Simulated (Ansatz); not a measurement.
# Elastic constants of TaN at 35 GPa (stress–strain coefficients): input and output

Method: DFT PBE, scalar-relativistic, plane waves, PAW in Ansatz.

Launched with:
```bash
ansatz run input.yaml --threads 1 --pin off --max-ram 3072MiB --backend cpu --events-out ev --progress --plain --runs-dir out
```

Input (bare energies are in eV):
```yaml
crystal:
  lattice:
    - [2.8271618708, 0.0, 0.0]
    - [-1.4135809354, 2.4483940008, 0.0]
    - [0.0, 0.0, 5.765226671]
  atoms:
    - { symbol: Ta, position: [0.0, 0.0, 0.0] }
    - { symbol: Ta, position: [0.0, 0.0, 0.5] }
    - { symbol: "N", position: [0.3333333333, 0.6666666667, 0.25] }
    - { symbol: "N", position: [0.6666666667, 0.3333333333, 0.75] }
basis:
  ecutwfc: 420
kpoints:
  mp_grid: { grid: [18, 18, 8] }
hamiltonian:
  xc: pbe
scf:
  occupations: { method: fermi_dirac, width: 0.15 }
output:
  forces: true
  stress: true
  eigenvalues: true
elastic:
  mode: relaxed_ion
  amplitude: 0.005
  stencil: two_point
```

From the output:
```
--- Elastic constants: 3 strain directions × 2 members + reference (group order 24) ---
  dense FFT box of the reference and of every strained cell: 20×20×40
  strains applied: 11, 33, 23; error gains: componentwise 1.00 (the most a stress slope's error grows in a printed constant), spectral 1.41 (1 for all six strains in a standard setting)
  C = ∂σ_k/∂η_j (tension-positive GPa; Voigt order 11 22 33 23 13 12):
       714.954    383.807    254.754      0.000      0.000      0.000
       383.807    714.954    254.754      0.000      0.000      0.000
       254.606    254.606   1037.318      0.000      0.000      0.000
         0.000      0.000      0.000    361.015      0.000      0.000
         0.000      0.000      0.000      0.000    361.015      0.000
        -0.000      0.000     -0.000      0.000      0.000    165.574
  reference stress σ⁰ (GPa):    -35.006    -35.006    -35.008     -0.000     -0.000     -0.000
  C* (energy form; C + prestress term) asymmetry max|C*_kj − C*_jk| = 1.496e-1 GPa — a small one proves nothing (zero by symmetry where the batch's group is 432, −43m or m−3m); a large one is finite-difference/SCF noise where every solve ...
  moduli (Voigt/Reuss/Hill, GPa): K = 472.62/468.77/470.69   G = 282.46/244.78/263.62   E = 666.44   ν = 0.264
  mechanically stable: yes (min eigenvalue of sym C = 165.57 GPa)
  the stresses are not corrected for the forces that the relaxations left standing (`elastic.f_tol`)
  strain η (Voigt 11):  stress-route row diagonal C_11 = 714.95 GPa, energy-path curvature d²(F+E_count+ΔE)/dδ²/Ω₀ = 714.84 GPa
         δ    σ_11 (GPa) F (eV) n_scf n_hpsi n_pw
    -5.000e-3     -38.6380      -20635.8112930       8  176475    791   relax 3 steps, max|allowed force component| 4.71e-5 eV/Å
     5.000e-3     -31.4884      -20635.8985491       8  176368    799   relax 3 steps, max|allowed force component| 3.86e-6 eV/Å
  strain η (Voigt 33):  stress-route row diagonal C_33 = 1037.32 GPa, energy-path curvature d²(F+E_count+ΔE)/dδ²/Ω₀ = 1037.46 GPa
         δ    σ_33 (GPa) F (eV) n_scf n_hpsi n_pw
    -5.000e-3     -40.2570      -20635.8103039       9   87096    799   relax 0 steps, max|allowed force component| 4.63e-17 eV/Å
     5.000e-3     -29.8838      -20635.8975390       7   73026    799   relax 0 steps, max|allowed force component| 5.46e-16 eV/Å
  strain η (Voigt 23):  stress-route row diagonal C_44 = 361.02 GPa, energy-path curvature d²(F+E_count+ΔE)/dδ²/Ω₀ = 378.63 GPa
         δ    σ_23 (GPa) F (eV) n_scf n_hpsi n_pw
    -5.000e-3      -1.8051      -20635.8559534       9  273745    797   relax 3 steps, max|allowed force component| 4.94e-7 eV/Å
     5.000e-3       1.8051      -20635.8559534       9  273472    797   relax 3 steps, max|allowed force component| 5.29e-7 eV/Å
```

The run took 6.6 min on 1 thread of Intel(R) Xeon(R) Platinum 8259CL CPU @ 2.50GHz (Skylake/Cascade Lake), on a shared host, peak memory 0.81 GiB.

In a metal, frequencies and elastic constants depend on the k mesh and the smearing, soft modes and shear constants most. Spin–orbit coupling is left out, which can shift energies with elements as heavy as these. Other phases may be more stable at this pressure.

This form isn't the usual stable structure of the compound at low pressure.